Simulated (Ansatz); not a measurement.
Crystal: MgSi.

```xyz
2
Lattice="2.9084 0.0000 0.0000 0.0000 2.9084 0.0000 0.0000 0.0000 4.1034" Properties=species:S:1:pos:R:3 pbc="T T T"
Si    1.4542    1.4542    2.0517
Mg    0.0000    0.0000    0.0000
```

The cell comes from a database or a generator and needn't be the stable form of this composition.

- Program: Ansatz 0.2.0
- Task: relaxation of cell and atoms
- Functional: BLYP
- Potentials or basis: all-electron LAPW, scalar-relativistic
- Basis error allowed: 0.001 eV/atom
- k mesh: 9 × 9 × 7
- Occupations: fermi-dirac, width 0.05 eV
- Spin: no spin polarisation

At the start: volume 17.35 Å³/atom.

**Question.** Where does the relaxation end?

**Answer.** Over 5 steps the energy falls by 40.0 meV/atom and the volume is 18.56 Å³/atom (+7.0 %); space group P4/mmm (No. 123, to 0.05 Å).

The path:
```csv
step,energy change (eV),largest force (eV/Å),volume (Å³)
1,0.0000,0.0000,34.71
2,-0.0789,0.0000,36.66
3,-0.0801,0.0000,37.15
4,-0.0801,0.0000,37.13
5,-0.0801,0.0000,37.13
```

Final structure:
```cif
data_structure
_symmetry_space_group_name_H-M 'P 1'
_symmetry_Int_Tables_number 1
_cell_length_a 3.0695
_cell_length_b 3.0695
_cell_length_c 3.9405
_cell_angle_alpha 90.000
_cell_angle_beta 90.000
_cell_angle_gamma 90.000
_cell_volume 37.13
loop_
_atom_site_label
_atom_site_type_symbol
_atom_site_fract_x
_atom_site_fract_y
_atom_site_fract_z
_atom_site_occupancy
Si1 Si 0.50000 0.50000 0.50000 1
Mg1 Mg 0.00000 0.00000 0.00000 1
```
